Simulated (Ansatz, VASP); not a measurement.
**One calculation of CdSe, two programs**

Contents of INCAR:

```
PREC = Accurate
ENCUT = 520
EDIFF = 1E-7
ISMEAR = 0
SIGMA = 0.01
LREAL = False
LASPH = True
NELM = 80
ALGO = Normal
ISIF = 2
LWAVE = False
LCHARG = False
GGA = PE
NBANDS = 16
```

KPOINTS

```
regular mesh
0
Gamma
  6 6 6
```

Contents of POSCAR:

```
CdSe
1.0
    0.0000000000      3.0678017004      3.0678017004
    3.0678017004      0.0000000000      3.0678017004
    3.0678017004      3.0678017004      0.0000000000
Cd Se
1 1
Direct
    0.0000000000      0.0000000000      0.0000000000
    0.7500000000      0.7500000000      0.7500000000
```

Input for Ansatz:

```yaml
crystal:
  lattice:
    - [0.0, 3.0678017004, 3.0678017004]
    - [3.0678017004, 0.0, 3.0678017004]
    - [3.0678017004, 3.0678017004, 0.0]
  atoms:
    - { symbol: Cd, position: [0.0, 0.0, 0.0] }
    - { symbol: Se, position: [0.75, 0.75, 0.75] }
kpoints:
  mp_grid: { grid: [6, 6, 6] }
hamiltonian:
  xc: pbe
scf:
  occupations: { method: fixed }
  n_extra_bands: 4
  mixing: { ndim: 30 }
  max_iter: 100
output:
  forces: true
  stress: true
  eigenvalues: true
```

Alike in both runs: task single point; functional PBE; k mesh 6 × 6 × 6; no spin polarisation.

|  | VASP | Ansatz |
| --- | --- | --- |
| version | VASP 6.6.1 | Ansatz 0.2.0 |
| potentials or method | VASP PAW PBE potentials, release 64 (Cd, Se) | plane waves |
| plane-wave cutoff (eV) | 520 | 420 |
| occupations | gaussian, width 0.01 eV | fixed |
| valence electrons in the cell | 18 | 36 |

```csv
,VASP,Ansatz,Ansatz less VASP
gap on the k mesh at the Fermi level (eV),0.55,0.55,0.000
pressure (GPa),1.7,1.4,-0.28
```

The two sets of potentials don't hold the same shells in valence.

PBE gaps usually lie below the measured ones, often by a third to a half.
